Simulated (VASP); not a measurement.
**ZnS in VASP: how settings move the PBE single point**

Aim: see what changed inputs do to the PBE single point of ZnS built on the zincblende prototype, under +1.0 % strain along z alone.

Code: VASP 6.6.1. PAW datasets, plane waves. Spin-unpolarised throughout; all numbers are computed.

### 1 The cell

The cell comes from an earlier relaxation with r2SCAN in another program, then strained, with the atoms relaxed again.

It is tetragonal, I-4m2 (No. 119); conventional cell a = 3.810 Å, c = 5.442 Å, 19.75 Å³ an atom. Near Zn stand 4 S at 2.34 Å; near S stand 4 Zn at 2.34 Å.

Structure file:

```cif
data_structure
_symmetry_space_group_name_H-M 'P 1'
_symmetry_Int_Tables_number 1
_cell_length_a 3.8291
_cell_length_b 3.8291
_cell_length_c 3.8100
_cell_angle_alpha 60.165
_cell_angle_beta 60.165
_cell_angle_gamma 59.670
_cell_volume 39.50
loop_
_atom_site_label
_atom_site_type_symbol
_atom_site_fract_x
_atom_site_fract_y
_atom_site_fract_z
_atom_site_occupancy
Zn1 Zn 0.00000 0.00000 0.00000 1
S1 S 0.25000 0.25000 0.25000 1
```

### 2 The reference run

File INCAR:

```
ENCUT = 520.000000
SIGMA = 0.020000
EDIFF = 1.00e-07
GGA = PE
PREC = Accurate
IBRION = -1
ISIF = 2
ISMEAR = -1
NBANDS = 16
NELM = 120
NSW = 0
LASPH = .TRUE.
LCHARG = .FALSE.
LWAVE = .FALSE.
LREAL = .FALSE.
```

File KPOINTS:

```
KPOINTS created by Atomic Simulation Environment
0
Gamma
8 8 8
0 0 0
```

File POSCAR:

```
Zn S
 1.0000000000000000
     0.0000000000000000    2.6940858314999998    2.7210266899000000
     2.6940858314999998    0.0000000000000000    2.7210266899000000
     2.6940858314999998    2.6940858314999998    0.0000000000000000
 Zn  S
   1   1
Cartesian
  0.0000000000000000  0.0000000000000000  0.0000000000000000
  1.3470429157499999  1.3470429157499999  1.3605133449500000
```

A file KPOINTS_OPT adds named points for the levels; it doesn't enter the self-consistent loop.

Potentials: the recommended PBE PAW datasets, 18 valence electrons.

Command:

```
mpirun -np 1 vasp_std
```

### 3 Try 1

Changes to INCAR since step 2:

```diff
@@ -4,3 +4,2 @@
 GGA = PE
-PREC = Accurate
 IBRION = -1
@@ -15 +14,3 @@
 LREAL = .FALSE.
+NELMIN = 4
+PREC = Medium
```

KPOINTS is that of step 2.

POSCAR is that of step 2.

### 4 Try 2

Changes to INCAR since step 2:

```diff
@@ -9,3 +9,2 @@
 NBANDS = 16
-NELM = 120
 NSW = 0
@@ -15 +14,3 @@
 LREAL = .FALSE.
+ISYM = 0
+NELM = 87
```

File KPOINTS:

```
KPOINTS created by Atomic Simulation Environment
0
Gamma
4 4 4
0 0 0
```

POSCAR is that of step 2.

### 5 Try 3

Changes to INCAR since step 2:

```diff
@@ -15 +15,7 @@
 LREAL = .FALSE.
+LDAU = .TRUE.
+LDAUTYPE = 2
+LDAUL = 2 -1
+LDAUU = 3.0 0
+LDAUJ = 0 0
+LMAXMIX = 4
```

KPOINTS is that of step 2.

POSCAR is that of step 2.

### 6 Try 4

Changes to INCAR since step 2:

```diff
@@ -15 +15,2 @@
 LREAL = .FALSE.
+IVDW = 20
```

KPOINTS is that of step 2.

File POSCAR:

```
Zn S
 1.0000000000000000
     0.0000000000000000    2.6940858314999998    2.8018492648000000
     2.6940858314999998    0.0000000000000000    2.8018492648000000
     2.6940858314999998    2.6940858314999998    0.0000000000000000
 Zn  S
   1   1
Cartesian
  0.0000000000000000  0.0000000000000000  0.0000000000000000
  1.3470429157499999  1.3470429157499999  1.4009246323999998
```

### 7 Try 5

File INCAR:

```
ENCUT = 520.000000
SIGMA = 0.020000
EDIFF = 1.00e-07
GGA = PE
IBRION = -1
ISIF = 2
ISMEAR = -1
NBANDS = 16
NSW = 0
LASPH = .TRUE.
LCHARG = .FALSE.
LWAVE = .FALSE.
LREAL = .FALSE.
PREC = Low
NELM = 78
```

KPOINTS is that of step 2.

File POSCAR:

```
Zn S
 1.0000000000000000
     0.0000000000000000    2.6940858314999998    2.8018492648000000
     2.6940858314999998    0.0000000000000000    2.8018492648000000
     2.6940858314999998    2.6940858314999998    0.0000000000000000
 Zn  S
   1   1
Cartesian
  0.0000000000000000  0.0000000000000000  0.0000000000000000
  1.3470429157499999  1.3470429157499999  1.4009246323999998
```

Q: Predict the outcome of this session. Wanted: for each run, changed; ending; energy change; pressure; electronic steps; usable.

The runs gave:

| run | changed | ending | energy change (meV/atom) | pressure (GPa) | gap on the mesh (eV; negative: overlap) | electronic steps | time | usable |
| --- | --- | --- | --- | --- | --- | --- | --- | --- |
| ref. | – | converged | 0 | 1.7 | 2.10 | 14 | 31 s | yes |
| 1 | NELMIN = 4, PREC = Medium | converged | -0.7 | 1.7 | 2.10 | 14 | 13 s | yes |
| 2 | ISYM = 0, NELM = 87, mesh 4×4×4 | converged | 23.3 | 2.0 | 2.09 | 14 | 17 s | no |
| 3 | LDAU = .TRUE., LDAUTYPE = 2, LDAUL = 2 -1, LDAUU = 3.0 0, LDAUJ = 0 0, LMAXMIX = 4 | converged | – | 0.8 | 2.30 | 14 | 27 s | yes |
| 4 | IVDW = 20 | converged | – | -1.5 | 1.93 | 13 | 41 s | yes |
| 5 | PREC = Low, NELM = 78 | converged | -4.0 | -0.4 | 1.93 | 13 | 12 s | no |

Of 5 altered inputs, 2 ended normally on a faulty or unsound input, 3 gave usable results. «NELMIN = 4, PREC = Medium» moves the energy by -0.7 meV/atom.
